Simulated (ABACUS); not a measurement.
Crystal: TiO2.

```
Ti O
1.0
     4.59984    0.00000    0.00000
     0.00000    4.59984    0.00000
     0.00000    0.00000    2.95921
Ti O
2 4
Direct
  0.00000 0.00000 0.50000
  0.50000 0.50000 0.00000
  0.30432 0.30432 0.50000
  0.19568 0.80432 0.00000
  0.80432 0.19568 0.00000
  0.69568 0.69568 0.50000
```

The cell is a database's computed one.

| Item | Value |
| --- | --- |
| Program | ABACUS 3.10.1 |
| Task | single point |
| Functional | PBE |
| Potentials or basis | PseudoDojo NC SR 0.4.1 PBE standard |
| Cutoff | 1143 eV |
| Density cutoff | 4572 eV |
| Basis | plane waves |
| k mesh | 6 × 6 × 9 |
| Occupations | fermi-dirac, width 0.05 eV |
| Spin | no spin polarisation |

On this cell: pressure 3.6 GPa; largest force 0.019 eV/Å; band gap on the k mesh 1.88 eV, direct.

The same run follows on a disturbed copy (atoms moved at random, drawn with an rms of 0.05 Å):

```
Ti O
1.0
     4.59984    0.00000    0.00000
     0.00000    4.59984    0.00000
     0.00000    0.00000    2.95921
Ti O
2 4
Direct
  0.99285 0.00757 0.49742
  0.49187 0.51062 0.99653
  0.30654 0.30354 0.49639
  0.18927 0.80785 0.00486
  0.79551 0.19416 0.00703
  0.69910 0.70567 0.50990
```

Question: What changes?

Answer: The energy moves by +6.0 meV/atom; pressure 3.5 GPa; largest force 0.866 eV/Å; band gap on the k mesh 1.81 eV, indirect (least direct gap 1.84 eV).

Forces in eV/Å, atoms in the order of the input:
```
Ti  -0.043  0.098  0.012
Ti   0.051 -0.085 -0.029
O    0.074  0.462  0.254
O    0.341 -0.217 -0.001
O    0.157  0.367 -0.087
O   -0.581 -0.624 -0.149
```

Stress tensor (GPa, compression positive):
```
 3.85  0.18 -0.30
 0.18  3.69 -0.55
-0.30 -0.55  3.01
```

Caveats: there are fewer bands than atomic start orbitals, so a level may be missed at k points of high symmetry; an odd mesh through Γ misses points on the zone boundary, where band edges often lie.
